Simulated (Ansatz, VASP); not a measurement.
**One calculation of Tl, two programs**

```xyz
1
Lattice="-1.9476 1.9476 1.9476 1.9476 -1.9476 1.9476 1.9476 1.9476 -1.9476" Properties=species:S:1:pos:R:3 pbc="T T T"
Tl    0.0000    0.0000    0.0000
```

Alike in both runs: functional PBE; dispersion D3(BJ); k mesh 16 × 16 × 16; occupations gaussian, width 0.1 eV; no spin polarisation.

Ansatz relaxed the structure, and its values are those at the end. VASP's run is a single point on that final structure, the one shown.

```csv
,VASP,Ansatz
version,VASP 6.6.1,Ansatz 0.2.0
potentials or method,"VASP PAW PBE potentials, release 64 (Tl_d)","scalar-relativistic, plane waves, PAW"
plane-wave cutoff (eV),520,420
valence electrons in the cell,13,13
```

```tsv
	VASP	Ansatz	Ansatz less VASP
gap on the k mesh at the Fermi level (eV)	none	none	-
pressure (GPa)	-0.1	0.0	+0.06
```

A gap of «none» marks a metal or a gap that the smearing closes.

Caveats: pairwise dispersion overbinds metals, which lowers pressure and volume. The runs have no spin-orbit coupling, so splittings on Tl are missing.
